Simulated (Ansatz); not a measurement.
What does this script print? It uses Ansatz's Python interface.

The script, `run_convert.py`:
```python
"""Chain to YAML and back, for PbS."""

from pathlib import Path

import ansatz as az
from pymatgen.core import Lattice, Structure
from pymatgen.io.ase import AseAtomsAdaptor

FUNCTIONAL = "r2SCAN"
KSPACING = 0.52
SMEARING = "Fixed"
EXTRA_BANDS = 6

pmg_structure = Structure(
    Lattice([(2.983721, -2.98371, 0.0), (2.983721, 2.98371, 0.0), (0.0, 0.0, 32.517404)]),
    ["Pb", "Pb", "Pb", "Pb", "S", "S", "S", "S"],
    [
        (0.837015, 0.162985, 0.2062),
        (0.162985, 0.837015, 0.7938),
        (0.337015, 0.662985, 0.2938),
        (0.662985, 0.337015, 0.7062),
        (0.161729, 0.838271, 0.712021),
        (0.838271, 0.161729, 0.287979),
        (0.661729, 0.338271, 0.787979),
        (0.338271, 0.661729, 0.212021),
    ],
)
crystal = az.Crystal.from_ase(AseAtomsAdaptor.get_atoms(pmg_structure))

model = crystal.calculation()
model = model.functional(FUNCTIONAL)
model = model.kpoints(spacing=KSPACING).occupations(SMEARING)
model = model.scf(extra_bands=EXTRA_BANDS)
model = model.density_of_states(projected=True, energy_step=0.02)
Path("written.yaml").write_text(model.to_yaml())
back = az.Calculation.from_yaml("written.yaml")
print(back.to_python())
print("same input:", back.to_yaml() == model.to_yaml())
```

```console
$ python run_convert.py
(
    az.Lattice.of(((2.983721, -2.98371, 0.0), (2.983721, 2.98371, 0.0), (0.0, 0.0, 32.517404)))
    .atom("Pb", (0.837015, 0.16298500000000002, 0.2062))
    .atom("Pb", (0.16298500000000002, 0.837015, 0.7938))
    .atom("Pb", (0.33701499999999995, 0.662985, 0.2938))
    .atom("Pb", (0.662985, 0.337015, 0.7062))
    .atom("S", (0.16172900000000004, 0.838271, 0.712021))
    .atom("S", (0.838271, 0.16172900000000004, 0.287979))
    .atom("S", (0.661729, 0.338271, 0.787979))
    .atom("S", (0.338271, 0.661729, 0.212021))
    .calculation()
    .kpoints(spacing=0.52)
    .functional("r2scan")
    .scf(extra_bands=6)
    .occupations(method="fixed")
    .density_of_states(energy_step=0.02, projected=True)
)

same input: True
```

File `written.yaml` afterwards:
```yaml
crystal:
  lattice:
    - [2.983721, -2.98371, 0.0]
    - [2.983721, 2.98371, 0.0]
    - [0.0, 0.0, 32.517404]
  atoms:
    - { symbol: Pb, position: [0.837015, 0.16298500000000002, 0.2062] }
    - { symbol: Pb, position: [0.16298500000000002, 0.837015, 0.7938] }
    - { symbol: Pb, position: [0.33701499999999995, 0.662985, 0.2938] }
    - { symbol: Pb, position: [0.662985, 0.337015, 0.7062] }
    - { symbol: S, position: [0.16172900000000004, 0.838271, 0.712021] }
    - { symbol: S, position: [0.838271, 0.16172900000000004, 0.287979] }
    - { symbol: S, position: [0.661729, 0.338271, 0.787979] }
    - { symbol: S, position: [0.338271, 0.661729, 0.212021] }
kpoints:
  mp_grid:
    kspacing: 0.52
hamiltonian:
  xc: r2scan
scf:
  n_extra_bands: 6
  occupations:
    method: fixed
output:
  dos:
    de: 0.02
    projected: true
```

The input is only written out: it wasn't run, and its settings aren't tested. The structure comes from a database and needn't be a stable phase.
